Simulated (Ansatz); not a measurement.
# Si: the cost of one run

Computed with Ansatz 0.2 early development (run time, active space, PBE, PAW, unless a step's input says otherwise).

## 1. Starting point

It takes space group P1 (No. 1, triclinic). Conventional cell: a = 5.431 Å, b = 5.431 Å, c = 10.862 Å, α = 90.00°, β = 90.00°, γ = 90.00°. Si (site symmetry 1) has 4 Si at 2.31 to 2.39 Å as nearest neighbours. Around Si (site symmetry 1) lie 4 Si at 2.34 to 2.38 Å. Si (site symmetry 1) has 4 Si at 2.30 to 2.39 Å as nearest neighbours. Si (site symmetry 1) has 4 Si at 2.33 to 2.39 Å as nearest neighbours. Si (site symmetry 1) has 4 Si at 2.30 to 2.38 Å as nearest neighbours. Only part of the 16 independent sites is listed.

Cell or atoms stand a little off a more symmetric structure (Fd-3m at a tolerance of 0.3 Å), so results at this geometry aren't those of that ideal crystal.

Structure file:

```cif
data_structure
_symmetry_space_group_name_H-M 'P1'
_symmetry_Int_Tables_number 1
_cell_length_a 5.4310
_cell_length_b 5.4310
_cell_length_c 10.8620
_cell_angle_alpha 90.000
_cell_angle_beta 90.000
_cell_angle_gamma 90.000
_cell_volume 320.38
loop_
_atom_site_label
_atom_site_type_symbol
_atom_site_symmetry_multiplicity
_atom_site_Wyckoff_symbol
_atom_site_fract_x
_atom_site_fract_y
_atom_site_fract_z
_atom_site_occupancy
Si1 Si 1 a 0.99921 0.00392 0.99724 1
Si2 Si 1 a 0.50233 0.49601 0.99881 1
Si3 Si 1 a 0.25546 0.24914 0.12536 1
Si4 Si 1 a 0.74754 0.75227 0.12693 1
Si5 Si 1 a 0.00067 0.50540 0.24797 1
Si6 Si 1 a 0.50380 0.99749 0.24954 1
Si7 Si 1 a 0.24589 0.75061 0.37610 1
Si8 Si 1 a 0.74902 0.25374 0.37767 1
Si9 Si 1 a 0.00215 0.99584 0.49871 1
Si10 Si 1 a 0.50528 0.49896 0.50027 1
Si11 Si 1 a 0.24736 0.25209 0.62684 1
Si12 Si 1 a 0.75049 0.75522 0.62288 1
Si13 Si 1 a 0.00362 0.49730 0.74945 1
Si14 Si 1 a 0.49571 0.00043 0.75101 1
Si15 Si 1 a 0.24884 0.75356 0.87758 1
Si16 Si 1 a 0.75197 0.24565 0.87362 1
```

## 2. The run

input.yaml

```yaml
crystal:
  lattice:
    - [10.86200, 0.00000, 0.00000]
    - [0.00000, 5.43100, 0.00000]
    - [0.00000, 0.00000, 5.43100]
  atoms:
    - { symbol: Si, position: [-0.00276, -0.00079, 0.00392] }
    - { symbol: Si, position: [-0.00119, 0.50233, 0.49601] }
    - { symbol: Si, position: [0.12536, 0.25546, 0.24914] }
    - { symbol: Si, position: [0.12693, 0.74754, 0.75227] }
    - { symbol: Si, position: [0.24797, 0.00067, 0.50540] }
    - { symbol: Si, position: [0.24954, 0.50380, -0.00251] }
    - { symbol: Si, position: [0.37610, 0.24589, 0.75061] }
    - { symbol: Si, position: [0.37767, 0.74902, 0.25374] }
    - { symbol: Si, position: [0.49871, 0.00215, -0.00416] }
    - { symbol: Si, position: [0.50027, 0.50528, 0.49896] }
    - { symbol: Si, position: [0.62684, 0.24736, 0.25209] }
    - { symbol: Si, position: [0.62288, 0.75049, 0.75522] }
    - { symbol: Si, position: [0.74945, 0.00362, 0.49730] }
    - { symbol: Si, position: [0.75101, 0.49571, 0.00043] }
    - { symbol: Si, position: [0.87758, 0.24884, 0.75356] }
    - { symbol: Si, position: [0.87362, 0.75197, 0.24565] }
  symmetry: { detect: false }
kpoints: { mp_grid: { grid: [1, 1, 1], shift: [0.5, 0.5, 0.5] } }
hamiltonian: { xc: pbe, pseudopotentials: { kind: paw } }
scf: { max_iter: 300, convergence: { dr2_threshold: 1.0e-9 eV }, occupations: { method: fixed } }
output: { active_space: { virtuals_per_pair: 2, afqmc: { sampling_time: 3.6, seed: 14 } } }
```

On the command line:

```sh
> ansatz run input --backend cuda --devices 0, --threads 11 --events-out ev
```

Q: Estimate wall time and peak memory on 1 × NVIDIA GB300 with 11 threads of Arm Neoverse V2 (Grace), shared host.

About 35 s, with a peak of 2.3 GiB on the host and 11 GiB on a GPU.
